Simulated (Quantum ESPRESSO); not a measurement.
MgS:

```
S Mg
1.0
     4.03462    0.00000    0.00000
    -2.01731    3.49409    0.00000
     0.00000    0.00000    6.43229
S Mg
2 2
Cartesian
  2.0173 1.1647 5.6556
  0.0000 2.3294 2.4394
  0.0000 2.3294 6.4050
  2.0173 1.1647 3.1888
```

The cell comes from a database or a generator and needn't be the stable form of this composition.

```yaml
Program: Quantum ESPRESSO 7.5
Task: single point
Functional: PBE
Potentials_or_basis: SSSP 1.3 efficiency PBE
Cutoff: 748 eV
Density_cutoff: 5987 eV
k_mesh: 8 × 8 × 4
Occupations: fermi-dirac, width 0.05 eV
Spin: no spin polarisation
```

On this cell: pressure 0.9 GPa; largest force 0.048 eV/Å; band gap on the k mesh 3.44 eV, direct.

The same run follows on a disturbed copy (atoms moved at random, drawn with an rms of 0.05 Å):

```
CELL_PARAMETERS angstrom
4.03462 0.00000 0.00000
-2.01731 3.49409 0.00000
0.00000 0.00000 6.43229
ATOMIC_POSITIONS crystal
S 0.66170 0.33747 0.87235
S 0.33641 0.66494 0.37150
Mg 0.33406 0.66863 0.99751
Mg 0.66446 0.32535 0.50085
```

Problem. What changes?

Solution. The energy moves by +6.1 meV/atom; pressure 1.1 GPa; largest force 0.459 eV/Å; band gap on the k mesh 3.53 eV, direct.

Forces in eV/Å, atoms in the order of the input:
```
S    0.159 -0.056  0.340
S   -0.055 -0.100  0.343
Mg  -0.139  0.041 -0.241
Mg   0.034  0.115 -0.443
```

Stress tensor (GPa, compression positive):
```
 0.10 -0.37 -0.13
-0.37  0.23  0.20
-0.13  0.20  2.85
```

